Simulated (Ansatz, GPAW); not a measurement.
# Ballistic transport through a Ru chain with one N atom in line, from relaxation to T(E), part 3 of 3

Aim: the conductance of a Ru chain with one N atom in line after relaxation, and whether geometry, basis or functional moves it most.

GPAW 26.7.0 and Ansatz 0.2.0; Ansatz plane waves; relaxation of the junction with the lead ends held (the session's first sound run).

So far, transmission at the Fermi level (one spin): step 3 (plane-wave reference (PBE)) 2.59; step 4 (GPAW, dzp, PBE, GPAW) 2.56.

### Step 5. Single-zeta polarised basis

Level of this step: GPAW LCAO, PAW setups; Landauer transmission from Green's functions with principal layers (ASE), zero bias (GPAW).

One radial function a shell plus polarisation makes the matrices smaller; the question is what that costs.

The input, run.py:

```python
import json
import numpy as np
from ase import Atoms
from ase.transport.calculators import TransportCalculator
from gpaw import GPAW, FermiDirac
from gpaw.lcao.tools import get_lcao_hamiltonian
from scipy.linalg import eigh

# The junction with lead layers at both ends, along the third cell vector
device = Atoms(
    ['Ru', 'Ru', 'Ru', 'Ru', 'Ru', 'Ru', 'Ru', 'Ru', 'N', 'Ru', 'Ru', 'Ru', 'Ru', 'Ru', 'Ru', 'Ru', 'Ru'],
    positions=[
        [4.50000, 4.50000, 1.12500],
        [4.50000, 4.50000, 3.37500],
        [4.50000, 4.50000, 5.62500],
        [4.50000, 4.50000, 7.87500],
        [4.50000, 4.50000, 10.12500],
        [4.50000, 4.50000, 12.37500],
        [4.94042, 4.35721, 14.65249],
        [4.14261, 4.61743, 16.78579],
        [4.50081, 4.50023, 18.58391],
        [4.85898, 4.37666, 20.38148],
        [4.06489, 4.64953, 22.51543],
        [4.50000, 4.50000, 24.79380],
        [4.50000, 4.50000, 27.04380],
        [4.50000, 4.50000, 29.29380],
        [4.50000, 4.50000, 31.54380],
        [4.50000, 4.50000, 33.79380],
        [4.50000, 4.50000, 36.04380]],
    cell=[[9.0, 0.0, 0.0], [0.0, 9.0, 0.0], [0.0, 0.0, 37.1688]],
    pbc=True)

# One principal layer of the lead: the first 5 atoms of the device
lead = Atoms(
    ['Ru', 'Ru', 'Ru', 'Ru', 'Ru'],
    positions=[
        [4.50000, 4.50000, 1.12500],
        [4.50000, 4.50000, 3.37500],
        [4.50000, 4.50000, 5.62500],
        [4.50000, 4.50000, 7.87500],
        [4.50000, 4.50000, 10.12500]],
    cell=[[9.0, 0.0, 0.0], [0.0, 9.0, 0.0], [0.0, 0.0, 11.25]],
    pbc=True)

settings = dict(mode='lcao', basis='szp(dzp)', xc='PBE', h=0.18,
                occupations=FermiDirac(0.1), maxiter=250,
                mixer=dict(beta=0.1, nmaxold=8, weight=100.0),
                convergence=dict(density=0.0001))
energies = np.arange(-2, 2 + 1e-9, 0.025)
eta = 0.0001
n1, n2 = 1, 1
# k and -k transmit alike, so half of the mesh across the current serves
mesh = [(i, j) for i in range(n1) for j in range(n2) if (i, j) <= (-i % n1, -j % n2)]
weights = np.array([1 if (i, j) == (-i % n1, -j % n2) else 2 for i, j in mesh]) / (n1 * n2)

# [... helper functions left out ...]
fermi_lead = ground_state(lead, (1, 1, 10), 'lead.txt')
fermi_device = ground_state(device, (1, 1, 2), 'device.txt')
# [... loop over the mesh left out, but for ...]
        # Shift the lead onto the potential of the device's first layer
        shift = ((H[:, 0, 0] - H0[:, 0, 0]) / S0[0, 0]).real.mean()
# [...]
kT = 8.617333e-5 * 300
bias = [0.1, 0.2, 0.5, 1.0, 1.5, 2.0]
# [... integrals and printing left out ...]
```

On the command line:

```
$ OMP_NUM_THREADS=1 OPENBLAS_NUM_THREADS=1 python run.py
```

Numbers of over 12 decimals in the logs are rounded to 6 here.

Log:

```text
basis functions: device 265, principal layer 80
Fermi level: lead -3.4677 eV, device -3.4719 eV; lead shifted by 0.0068 eV
largest coupling past the next layer 2.01e-05 eV, largest misfit of the first layer 0.041 eV
  E-E_F (eV)   T (one spin)  [channel counts left out]
    -2.000    2.4538e+00
    -1.975    2.4618e+00
    -1.950    2.4685e+00
[...]
1.975    1.7191e+00
     2.000    1.6269e+00
conductance at 300 K: 2.5507 G0 a cell; thermopower -1.135 uV/K
current from the zero-bias T(E) at 0.1 V: 19.765 uA
current from the zero-bias T(E) at 0.2 V: 39.529 uA
current from the zero-bias T(E) at 0.5 V: 98.363 uA
current from the zero-bias T(E) at 1.0 V: 193.76 uA
current from the zero-bias T(E) at 1.5 V: 287.89 uA
current from the zero-bias T(E) at 2.0 V: 380.19 uA
```

Wall time 3.9 min (1 thread of Intel Xeon 6975P-C (Granite Rapids), shared host); peak memory 2.1 GiB.

This step gave:

```yaml
conductance: 2.551 G₀
largest_coupling_past_the_next_principal_layer: 2.01e-5 eV
largest_misfit_of_the_first_principal_layer: 0.04136 eV
shift_that_aligns_the_lead: 0.006825 eV
basis_functions_of_the_junction: 265
basis_functions_of_a_principal_layer: 80
transmission_at_the_fermi_level_one_spin: 2.549
```

One spin. Transmission, zone mean against energy, zero at the Fermi level:

| energy (eV) | transmission, zone mean |
| --- | --- |
| -2.000 | 2.45 |
| -1.900 | 2.48 |
| -1.800 | 2.48 |
| -1.700 | 2.47 |
| -1.600 | 2.46 |
| -1.500 | 2.44 |
| -1.400 | 2.42 |
| -1.300 | 2.40 |
| -1.200 | 2.39 |
| -1.100 | 2.53 |
| -1.000 | 2.65 |
| -0.900 | 2.75 |
| -0.800 | 2.82 |
| -0.775 | 2.82 |
| -0.700 | 2.79 |
| -0.600 | 2.64 |
| -0.500 | 2.47 |
| -0.400 | 2.40 |
| -0.300 | 2.41 |
| -0.200 | 2.47 |
| -0.100 | 2.51 |
| 0.000 | 2.55 |
| 0.100 | 2.60 |
| 0.200 | 2.51 |
| 0.275 | 2.72 |
| 0.300 | 2.67 |
| 0.400 | 2.46 |
| 0.500 | 2.31 |
| 0.600 | 2.21 |
| 0.700 | 2.13 |
| 0.800 | 2.06 |
| 0.900 | 1.99 |
| 1.000 | 1.93 |
| 1.100 | 1.85 |
| 1.200 | 1.79 |
| 1.300 | 1.76 |
| 1.400 | 1.76 |
| 1.500 | 1.80 |
| 1.600 | 1.83 |
| 1.700 | 1.92 |
| 1.800 | 1.98 |
| 1.900 | 1.89 |
| 2.000 | 1.63 |

The conductance, 2.55 G₀, lies 0.3 % below that of the dzp run.

### Step 6. Minimal basis

One function for each valence shell of the setup, as for a first survey of a large system.

Changes to run.py since step 5:

```diff
@@ -44,3 +44,3 @@
 
-settings = dict(mode='lcao', basis='szp(dzp)', xc='PBE', h=0.18,
+settings = dict(mode='lcao', basis='sz(dzp)', xc='PBE', h=0.18,
                 occupations=FermiDirac(0.1), maxiter=250,
```

Log:

```text
basis functions: device 212, principal layer 65
Fermi level: lead -3.5088 eV, device -3.5101 eV; lead shifted by 0.0051 eV
largest coupling past the next layer 2.00e-05 eV, largest misfit of the first layer 0.039 eV
  E-E_F (eV)   T (one spin)  [channel counts left out]
    -2.000    2.4580e+00
    -1.975    2.4643e+00
    -1.950    2.4693e+00
[...]
1.975    1.6899e+00
     2.000    1.5266e+00
conductance at 300 K: 2.5256 G0 a cell; thermopower -0.5354 uV/K
current from the zero-bias T(E) at 0.1 V: 19.553 uA
current from the zero-bias T(E) at 0.2 V: 39.06 uA
current from the zero-bias T(E) at 0.5 V: 97.285 uA
current from the zero-bias T(E) at 1.0 V: 192.5 uA
current from the zero-bias T(E) at 1.5 V: 286.36 uA
current from the zero-bias T(E) at 2.0 V: 377.87 uA
```

Elapsed: 2.9 min, on 1 thread; peak memory 2 GiB.

Numbers from this step:

| Quantity | Value |
| --- | --- |
| conductance | 2.526 G₀ |
| largest coupling past the next principal layer | 2.00e-5 eV |
| largest misfit of the first principal layer | 0.03860 eV |
| shift that aligns the lead | 0.005113 eV |
| basis functions of the junction | 212 |
| basis functions of a principal layer | 65 |
| transmission at the Fermi level (one spin) | 2.530 |

The conductance, 2.53 G₀, lies 1.3 % below that of the dzp run.

### Step 7. LDA in the dzp basis: xc = "LDA"

Back in the dzp basis, the functional changes from PBE to LDA, to set the spread between functionals beside that between bases.

Changes to run.py since step 6:

```diff
@@ -44,3 +44,3 @@
 
-settings = dict(mode='lcao', basis='sz(dzp)', xc='PBE', h=0.18,
+settings = dict(mode='lcao', basis='dzp', xc='LDA', h=0.18,
                 occupations=FermiDirac(0.1), maxiter=250,
```

Log:

```text
basis functions: device 477, principal layer 145
Fermi level: lead -3.7367 eV, device -3.7386 eV; lead shifted by 0.0051 eV
largest coupling past the next layer 2.03e-05 eV, largest misfit of the first layer 0.043 eV
  E-E_F (eV)   T (one spin)  [channel counts left out]
    -2.000    2.4134e+00
    -1.975    2.4216e+00
    -1.950    2.4283e+00
[...]
1.975    1.8101e+00
     2.000    1.7686e+00
conductance at 300 K: 2.5508 G0 a cell; thermopower -0.775 uV/K
current from the zero-bias T(E) at 0.1 V: 19.765 uA
current from the zero-bias T(E) at 0.2 V: 39.529 uA
current from the zero-bias T(E) at 0.5 V: 98.339 uA
current from the zero-bias T(E) at 1.0 V: 194.29 uA
current from the zero-bias T(E) at 1.5 V: 288.58 uA
current from the zero-bias T(E) at 2.0 V: 379.88 uA
```

The job ended after 5.2 min (1 thread; peak memory 2.2 GiB).

This step gave:

```yaml
conductance: 2.551 G₀
largest_coupling_past_the_next_principal_layer: 2.03e-5 eV
largest_misfit_of_the_first_principal_layer: 0.04287 eV
shift_that_aligns_the_lead: 0.005130 eV
basis_functions_of_the_junction: 477
basis_functions_of_a_principal_layer: 145
transmission_at_the_fermi_level_one_spin: 2.550
```

The conductance, 2.55 G₀, lies 0.3 % below that of the dzp run.

### Step 8. The structure as built: geometry = "as built"

The dzp basis with PBE on the structure as first built shows what the relaxation was worth.

Changes to run.py since step 7:

```diff
@@ -18,7 +18,7 @@
         [4.50000, 4.50000, 12.37500],
-        [4.94042, 4.35721, 14.65249],
-        [4.14261, 4.61743, 16.78579],
-        [4.50081, 4.50023, 18.58391],
-        [4.85898, 4.37666, 20.38148],
-        [4.06489, 4.64953, 22.51543],
+        [4.50000, 4.50000, 14.62500],
+        [4.50000, 4.50000, 16.87500],
+        [4.50000, 4.50000, 18.58440],
+        [4.50000, 4.50000, 20.29380],
+        [4.50000, 4.50000, 22.54380],
         [4.50000, 4.50000, 24.79380],
@@ -44,3 +44,3 @@
 
-settings = dict(mode='lcao', basis='dzp', xc='LDA', h=0.18,
+settings = dict(mode='lcao', basis='dzp', xc='PBE', h=0.18,
                 occupations=FermiDirac(0.1), maxiter=250,
```

Log:

```text
basis functions: device 477, principal layer 145
Fermi level: lead -3.4327 eV, device -3.4499 eV; lead shifted by -0.0109 eV
largest coupling past the next layer 2.00e-05 eV, largest misfit of the first layer 0.040 eV
  E-E_F (eV)   T (one spin)  [channel counts left out]
    -2.000    2.4850e+00
    -1.975    2.4896e+00
    -1.950    2.4944e+00
[...]
1.975    2.2576e+00
     2.000    2.1448e+00
conductance at 300 K: 3.0962 G0 a cell; thermopower 0.3669 uV/K
current from the zero-bias T(E) at 0.1 V: 23.983 uA
current from the zero-bias T(E) at 0.2 V: 47.924 uA
current from the zero-bias T(E) at 0.5 V: 119.07 uA
current from the zero-bias T(E) at 1.0 V: 236.52 uA
current from the zero-bias T(E) at 1.5 V: 352.99 uA
current from the zero-bias T(E) at 2.0 V: 468.17 uA
```

Run time: 5.5 min. Hardware: 1 thread; peak memory 2.2 GiB.

This step gave:

* conductance: 3.096 G₀
* largest coupling past the next principal layer: 2.00e-5 eV
* largest misfit of the first principal layer: 0.03980 eV
* shift that aligns the lead: -0.01085 eV
* transmission at the Fermi level (one spin): 3.098

One spin. The transmission, zone mean by energy, zero at the Fermi level:

energy (eV), transmission, zone mean and a bar from the least value:
```
   -2.000       2.48 ###########
   -1.800       2.53 ############
   -1.600       2.59 ##############
   -1.400       2.68 #################
   -1.200       2.83 #####################
   -1.000       2.91 ########################
   -0.800       2.97 ##########################
   -0.600       3.00 ###########################
   -0.400       3.05 ############################
   -0.200       3.07 #############################
   -0.050       3.11 ##############################
    0.000       3.10 ##############################
    0.200       3.03 ###########################
    0.400       3.01 ###########################
    0.600       3.01 ###########################
    0.800       3.00 ###########################
    1.000       2.99 ##########################
    1.200       2.95 #########################
    1.400       2.88 #######################
    1.600       2.75 ###################
    1.725       2.74 ###################
    1.800       2.69 #################
    2.000       2.14
```

The conductance, 3.10 G₀, lies 21 % above that of the dzp run.

### Step 9. The ladder

Times are wall times on the hardware named with each run. The series side by side:

| no. | run | conductance (G₀) | time | memory (GiB) |
| --- | --- | --- | --- | --- |
| 1 | pw PBE | 2.590 | 80 s | 4.4 |
| 2 | dzp | 2.558 | 5.7 min | 2.2 |
| 3 | szp | 2.551 | 3.9 min | 2.1 |
| 4 | sz | 2.526 | 2.9 min | 2.0 |
| 5 | dzp LDA | 2.551 | 5.2 min | 2.2 |
| 6 | asbuilt | 3.096 | 5.5 min | 2.2 |

### Step 10. The levels side by side

The curves are compared point by point over the common energies.

This step: comparison of transmission and cost over codes, levels and geometry (GPAW 26.7.0).

Ladder, by row:

| step | code | T at the Fermi level (sum over the listed spins) | conductance (G0) | r.m.s. T(E) from the first | wall time (s) | peak memory (GiB) | threads |
| --- | --- | --- | --- | --- | --- | --- | --- |
| pw-pbe | Ansatz | 2.594 | 2.59 | 0 | 80.01 | 4.421 | 4 |
| dzp | GPAW | 2.557 | 2.558 | 0.1404 | 341.8 | 2.19 | 1 |
| szp | GPAW | 2.549 | 2.551 | 0.1669 | 236.3 | 2.08 | 1 |
| sz | GPAW | 2.53 | 2.526 | 0.1823 | 171.8 | 1.99 | 1 |
| dzp-LDA | GPAW | 2.55 | 2.551 | 0.1506 | 313.1 | 2.19 | 1 |
| asbuilt | GPAW | 3.098 | 3.096 | 0.6377 | 330.6 | 2.2 | 1 |

The transmission, zone mean, sum over the listed spins by energy, zero at the Fermi level:

| energy (eV) | pw-pbe | dzp | szp | sz | dzp-LDA | asbuilt |
| --- | --- | --- | --- | --- | --- | --- |
| -2.000 | 2.37 | 2.41 | 2.45 | 2.46 | 2.41 | 2.48 |
| -1.900 | 2.39 | 2.43 | 2.48 | 2.48 | 2.44 | 2.50 |
| -1.800 | 2.39 | 2.44 | 2.48 | 2.48 | 2.44 | 2.53 |
| -1.700 | 2.38 | 2.43 | 2.47 | 2.46 | 2.43 | 2.56 |
| -1.600 | 2.36 | 2.41 | 2.46 | 2.45 | 2.41 | 2.59 |
| -1.500 | 2.34 | 2.38 | 2.44 | 2.43 | 2.39 | 2.63 |
| -1.400 | 2.31 | 2.36 | 2.42 | 2.41 | 2.37 | 2.68 |
| -1.300 | 2.25 | 2.33 | 2.40 | 2.38 | 2.50 | 2.75 |
| -1.200 | 2.36 | 2.38 | 2.39 | 2.38 | 2.40 | 2.83 |
| -1.100 | 2.49 | 2.49 | 2.53 | 2.53 | 2.52 | 2.87 |
| -1.000 | 2.62 | 2.61 | 2.65 | 2.65 | 2.62 | 2.91 |
| -0.900 | 2.73 | 2.70 | 2.75 | 2.75 | 2.71 | 2.94 |
| -0.850 | 2.75 | 2.74 | 2.79 | 2.78 | 2.74 | 2.96 |
| -0.800 | 2.73 | 2.77 | 2.82 | 2.80 | 2.76 | 2.97 |
| -0.775 | 2.72 | 2.77 | 2.82 | 2.80 | 2.76 | 2.98 |
| -0.700 | 2.63 | 2.74 | 2.79 | 2.76 | 2.73 | 2.99 |
| -0.600 | 2.47 | 2.60 | 2.64 | 2.61 | 2.60 | 3.00 |
| -0.500 | 2.35 | 2.43 | 2.47 | 2.45 | 2.44 | 3.02 |
| -0.400 | 2.36 | 2.36 | 2.40 | 2.37 | 2.35 | 3.05 |
| -0.300 | 2.44 | 2.39 | 2.41 | 2.39 | 2.38 | 3.06 |
| -0.200 | 2.51 | 2.49 | 2.47 | 2.45 | 2.48 | 3.07 |
| -0.100 | 2.55 | 2.53 | 2.51 | 2.50 | 2.53 | 3.10 |
| 0.000 | 2.59 | 2.56 | 2.55 | 2.53 | 2.55 | 3.10 |
| 0.050 | 2.60 | 2.57 | 2.57 | 2.55 | 2.57 | 3.09 |
| 0.100 | 2.60 | 2.59 | 2.60 | 2.57 | 2.58 | 3.08 |
| 0.200 | 2.42 | 2.50 | 2.51 | 2.48 | 2.53 | 3.03 |
| 0.275 | 2.83 | 2.77 | 2.72 | 2.72 | 2.76 | 3.01 |
| 0.300 | 2.84 | 2.75 | 2.67 | 2.68 | 2.74 | 3.01 |
| 0.400 | 2.69 | 2.56 | 2.46 | 2.48 | 2.54 | 3.01 |
| 0.500 | 2.53 | 2.40 | 2.31 | 2.34 | 2.39 | 3.02 |
| 0.600 | 2.39 | 2.29 | 2.21 | 2.23 | 2.27 | 3.01 |
| 0.700 | 2.27 | 2.19 | 2.13 | 2.13 | 2.17 | 3.01 |
| 0.800 | 2.17 | 2.11 | 2.06 | 2.05 | 2.07 | 3.00 |
| 0.900 | 2.08 | 2.03 | 1.99 | 1.95 | 1.98 | 3.00 |
| 1.000 | 2.00 | 1.96 | 1.93 | 1.87 | 1.89 | 2.99 |
| 1.100 | 1.93 | 1.88 | 1.85 | 1.77 | 1.81 | 2.97 |
| 1.200 | 1.88 | 1.83 | 1.79 | 1.69 | 1.76 | 2.95 |
| 1.300 | 1.86 | 1.80 | 1.76 | 1.64 | 1.75 | 2.92 |
| 1.400 | 1.86 | 1.82 | 1.76 | 1.63 | 1.78 | 2.88 |
| 1.500 | 1.90 | 1.86 | 1.80 | 1.65 | 1.83 | 2.83 |
| 1.600 | 1.94 | 1.88 | 1.83 | 1.64 | 1.86 | 2.75 |
| 1.700 | 1.95 | 1.90 | 1.92 | 1.87 | 1.91 | 2.74 |
| 1.800 | 1.94 | 1.97 | 1.98 | 1.99 | 1.97 | 2.69 |
| 1.900 | 1.91 | 1.91 | 1.89 | 1.93 | 1.91 | 2.50 |
| 2.000 | 1.79 | 1.76 | 1.63 | 1.53 | 1.77 | 2.14 |

### Step 11. K-points along the lead 4

The lead's own mesh along the current sets its density and potential; where the lead is aligned to the junction's end layer, a rigid shift drops out.

This step: GPAW LCAO, PAW setups; Landauer transmission from Green's functions with principal layers (ASE), zero bias (GPAW 26.7.0).

Changes to run.py since step 8:

```diff
@@ -18,7 +18,7 @@
         [4.50000, 4.50000, 12.37500],
-        [4.50000, 4.50000, 14.62500],
-        [4.50000, 4.50000, 16.87500],
-        [4.50000, 4.50000, 18.58440],
-        [4.50000, 4.50000, 20.29380],
-        [4.50000, 4.50000, 22.54380],
+        [4.94042, 4.35721, 14.65249],
+        [4.14261, 4.61743, 16.78579],
+        [4.50081, 4.50023, 18.58391],
+        [4.85898, 4.37666, 20.38148],
+        [4.06489, 4.64953, 22.51543],
         [4.50000, 4.50000, 24.79380],
@@ -56,3 +56,3 @@
 # [... helper functions left out ...]
-fermi_lead = ground_state(lead, (1, 1, 10), 'lead.txt')
+fermi_lead = ground_state(lead, (1, 1, 4), 'lead.txt')
 fermi_device = ground_state(device, (1, 1, 2), 'device.txt')
```

Log:

```text
basis functions: device 477, principal layer 145
Fermi level: lead -3.4692 eV, device -3.4345 eV; lead shifted by -0.0108 eV
largest coupling past the next layer 2.00e-05 eV, largest misfit of the first layer 0.063 eV
  E-E_F (eV)   T (one spin)  [channel counts left out]
    -2.000    2.4320e+00
    -1.975    2.4400e+00
    -1.950    2.4464e+00
    -1.925    2.4512e+00
    -1.900    2.4545e+00
    -1.875    2.4564e+00
    -1.850    2.4570e+00
    -1.825    2.4562e+00
    -1.800    2.4544e+00
    -1.775    2.4516e+00
    -1.750    2.4479e+00
    -1.725    2.4435e+00
    -1.700    2.4385e+00
    -1.675    2.4330e+00
    -1.650    2.4271e+00
    -1.625    2.4209e+00
[...]
1.825    1.9652e+00
     1.850    1.9520e+00
     1.875    1.9322e+00
     1.900    1.9063e+00
     1.925    1.8748e+00
     1.950    1.8379e+00
     1.975    1.7955e+00
     2.000    1.7471e+00
conductance at 300 K: 2.6138 G0 a cell; thermopower -0.5603 uV/K
current from the zero-bias T(E) at 0.1 V: 20.238 uA
current from the zero-bias T(E) at 0.2 V: 40.4 uA
current from the zero-bias T(E) at 0.5 V: 99.71 uA
current from the zero-bias T(E) at 1.0 V: 195.41 uA
current from the zero-bias T(E) at 1.5 V: 287.36 uA
current from the zero-bias T(E) at 2.0 V: 376.03 uA
```

Elapsed: 5.5 min, on 1 thread; peak memory 2.2 GiB.

The run finished with changed settings (lead_nz = 4); it serves as a test.

The two runs compared:

| quantity | this run | sound run | difference |
| --- | --- | --- | --- |
| conductance (G₀) | 2.6138 | 2.5581 | 0.0557 |
| largest coupling past the next principal layer (eV) | 2.001e-5 | 2.002e-5 | -1.0e-8 |
| largest misfit of the first principal layer (eV) | 0.062691 | 0.039053 | 0.0236 |
| shift that aligns the lead (eV) | -0.010789 | 0.0044424 | -0.0152 |
| transmission at the Fermi level (one spin) | 2.6186 | 2.5568 | 0.0618 |

### Step 12. Results

| Property | Result |
| --- | --- |
| conductance | 2.56 G₀ |
| transmission at the Fermi level, mean of the spins | 2.56 |
| thermopower | about 0 (under 1.5 μV/K) |

In words: In the dzp basis the junction conducts 2.56 G₀ at 300 K, with T = 2.56 a spin at the Fermi level; the sz basis reaches that conductance within 10 %. Relaxation moved atoms by up to 0.46 Å and took the conductance from 3.10 to 2.56 G₀, as a ratio a larger change than the step from dzp to the minimal basis. Plane waves (PBE) give T = 2.59 there. At the Fermi level the three most open eigenchannels pass 0.98, 0.85 and 0.69. Measured against the first run (pw-pbe), the nearest curve is that of dzp (r.m.s. 0.14) and the farthest that of asbuilt (0.64). Over the compared runs wall time goes from 80 s (pw-pbe) to 342 s (dzp), on a shared host; the plane-wave run used 4 threads and the orbital runs 1. The leads kept an estimated spacing and the cell its length, so the junction may be under some tension or compression. The run had no spin polarisation, so a magnetic state, which chains and small molecules with open shells often have, wasn't tested. An evenly spaced straight chain is an idealisation: free chains tend to dimerise, zigzag or, where a band edge lies near the Fermi level, turn magnetic. The currents use the zero-bias T(E) throughout, which holds only while the bias is small against the distance to the nearest feature.

[Logs are printed without paths, hosts, clocks, repeated set-up lines and the standing remarks that a program may print on its own settings, such as how far it seeks lower states.]

[Hosts, paths, dates, database ids (printed as entryN), source tags and the programs' standing remarks are cut or masked in the printed files.]
